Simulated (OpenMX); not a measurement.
Rh:

```
CELL_PARAMETERS angstrom
0.00000 1.89785 1.89785
1.89785 0.00000 1.89785
1.89785 1.89785 0.00000
ATOMIC_POSITIONS crystal
Rh 0.00000 0.00000 0.00000
```

Base run:

```yaml
Program: OpenMX 3.8.5
Functional: PBE
Dispersion: D4
Potentials_or_basis: OpenMX 2013 PBE set, Rh7.0-s3p2d2, grid cutoff 400 Ry
k_mesh: 9 × 9 × 9
Occupations: fermi-dirac, width 0.05 eV
Spin: no spin polarisation
```

Its results: band gap on the k mesh none (metal or under the smearing width); pressure 5.9 GPa.

**Question.** The run is repeated on the same cell with these changes: dispersion from D4 to none. What comes out?

**Answer.** Band gap on the k mesh none (metal or under the smearing width); pressure 14.9 GPa.

Dispersion adds attraction, which lowers the pressure at fixed volume and, as a term added to the energy, leaves the levels alone.

Caveats: the basis of atomic orbitals isn't converged, which shifts pressures, moduli and gaps; pairwise dispersion overbinds metals, which lowers pressure and volume (some runs).
